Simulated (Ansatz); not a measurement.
Below is the output of a Python script on Ansatz 0.2.0 through its Python package that makes a single point of HfN, space group P6_3/mmc. Write a script that gives it. Use: PBE, PAW, cutoff 550 eV, 8×8×4 k-points, cold smearing of 0.15 eV.

The script reads `hfn.vasp`:
```text
HfN
1.0
   3.13390802    0.00000000    0.00000000
  -1.56695401    2.71404396    0.00000000
   0.00000000    0.00000000    5.41676772
Hf N
2 2
Direct
   0.66666667    0.33333333    0.75000000
   0.33333333    0.66666667    0.25000000
   0.00000000    0.00000000    0.00000000
   0.00000000    0.00000000    0.50000000
```

`python hfn.py` gives:
```text
  iteration   1  Harris-Foulkes -32217.25486 eV  residual 2.48e-02
  iteration   2  Harris-Foulkes -32217.24990 eV  residual 2.99e-03
  iteration   3  Harris-Foulkes -32217.24953 eV  residual 7.69e-04
  iteration   4  Harris-Foulkes -32217.24949 eV  residual 1.43e-04
  iteration   5  Harris-Foulkes -32217.24933 eV  residual 2.96e-05
  iteration   6  Harris-Foulkes -32217.24933 eV  residual 7.68e-07
  iteration   7  Harris-Foulkes -32217.24933 eV  residual 4.08e-08
  iteration   8  Harris-Foulkes -32217.24933 eV  residual 4.32e-09
HfN: -32217.249326 eV = -2367.924172 Ry = -1183.962086 Ha
Fermi level 23.3127 eV, 30 k-points, 24 symmetry operations
{'e_kinetic': 1114.29, 'e_hartree': 4483.883, 'e_xc': -723.656, 'e_local': -9440.12, 'e_nonlocal': -2395.805}
# site	symbol	l	j	q
# orbitals = lowdin
# n_electrons = 62.000000
# spilling = 0.002133
0	Hf	0_5S	-	1.949980
0	Hf	0_6S	-	0.459004
0	Hf	1_5P	-	5.979067
0	Hf	2_5D	-	2.907092
0	Hf	3_4F	-	13.992475
1	Hf	0_5S	-	1.949980
1	Hf	0_6S	-	0.459004
1	Hf	1_5P	-	5.979067
1	Hf	2_5D	-	2.907092
1	Hf	3_4F	-	13.992475
2	N	0_2S	-	1.442820
2	N	1_2P	-	4.203449
3	N	0_2S	-	1.442820
3	N	1_2P	-	4.203449

other functionals on this density (not self-consistent, eV)
blyp {'e_xc_with_core_ev': -17259.971, 'free_energy_ev': -32267.053}
pbe {'e_xc_with_core_ev': -17210.172, 'free_energy_ev': -32217.249}
revpbe {'e_xc_with_core_ev': -17229.8, 'free_energy_ev': -32236.876}
stress xx yy zz yz xz xy (GPa): 6.399 6.399 6.165 0.000 0.000 0.000
P = 63.21 kbar
```

One script that gives this output:

Script `hfn.py`:
```python
# -*- coding: utf-8 -*-
"""SCF run for HfN."""

from pathlib import Path
import json

import ansatz as az
from ase.io import read
import numpy as np

CUTOFF = 550
MESH = (8, 8, 4)
FILLING = "cold"
WIDTH_EV = 0.15

atoms = read("hfn.vasp", format="vasp")
crystal = az.Crystal.from_ase(atoms)

# functional, basis and sampling
calculation = (
    crystal.calculation()
    .basis(CUTOFF)
    .kpoints(*MESH)
    .occupations(FILLING, width=WIDTH_EV)
    .populations()
    .xc_energy_on_converged_density(["blyp", "pbe", "revpbe"])
    .stress()
)
def show(event):
    row = event["data"]
    if event["event"] == "scf_iter" and row.get("harris_foulkes_ev") is not None:
        print(f"  iteration {row['iter']:3d}  Harris-Foulkes {row['harris_foulkes_ev']:.5f} eV  residual {row['dr2_ev']:.2e}")


out = calculation.session().plan().execute(on_event=show)
summary = out.report

energy = summary["free_energy_ev"]
print("HfN: {:.6f} eV = {:.6f} Ry = {:.6f} Ha".format(energy, energy / 13.605693, energy / 27.211386))
print("Fermi level {:.4f} eV, {} k-points, {} symmetry operations".format(summary["fermi_energy_ev"], summary["n_kpoints"], summary["n_symmetry_ops"]))

terms = summary["components"]
print({name: round(terms[name], 3) for name in ("e_kinetic", "e_hartree", "e_xc", "e_local", "e_nonlocal")})

files = Path(out.write_results("tables"))
print((files / "populations.tsv").read_text())

keep = ["free_energy_ev", "energy_sigma0_ev", "fermi_energy_ev", "n_iterations", "converged", "magnetization_mub", "n_kpoints"]
with open("hfn.json", "w") as handle:
    json.dump({key: summary[key] for key in keep}, handle, indent=1)

print("other functionals on this density (not self-consistent, eV)")
for entry in summary.get("xc_energy_on_converged_density", []):
    print(entry["functional"], {k: round(v, 3) for k, v in entry.items() if isinstance(v, float)})

# the stress is positive in compression
sigma = summary["stress_gpa"]
voigt = [sigma[0][0], sigma[1][1], sigma[2][2], sigma[1][2], sigma[0][2], sigma[0][1]]
print("stress xx yy zz yz xz xy (GPa):", " ".join(f"{s:.3f}" for s in voigt))
print("P =", round(10 * float(np.mean(voigt[:3])), 2), "kbar")
```

Notes:
- Total energies depend on the potentials; only differences at equal settings carry meaning. A total without «per atom» is that of the cell as typed.
- No spin polarisation was allowed.
- The energy terms are those on the plane-wave grid, with the one-centre PAW part apart; the terms shown are only some of the summands, so they needn't add up to F.
- BLYP can be off by several per cent in the lattices of metals, and by several GPa in the pressure at a fixed cell.
- For a metal this k-point mesh is coarse: on a finer one energies can move by several to tens of meV an atom and pressures by half a GPa or more, differences at one mesh by less.
- Only differences from the Fermi energy are physical; the zero of the scale is a convention.
- Spin-orbit coupling, which matters for elements this heavy, is left out.
- No functional is typed, so the default, PBE, holds.
- At these settings the cell as given stands under about 6 GPa, so it isn't at this functional's equilibrium volume.
- This cell is a computed structure, which may not be the phase found in nature.
- Wall time of the script: 7.9 s on 1 thread of Arm Neoverse V1, on a shared host, peak memory 0.49 GiB.

(A comment or docstring line of the script was reworded after the run, the code is as it ran; lines on the test bed's own set-up are left out of the output.)
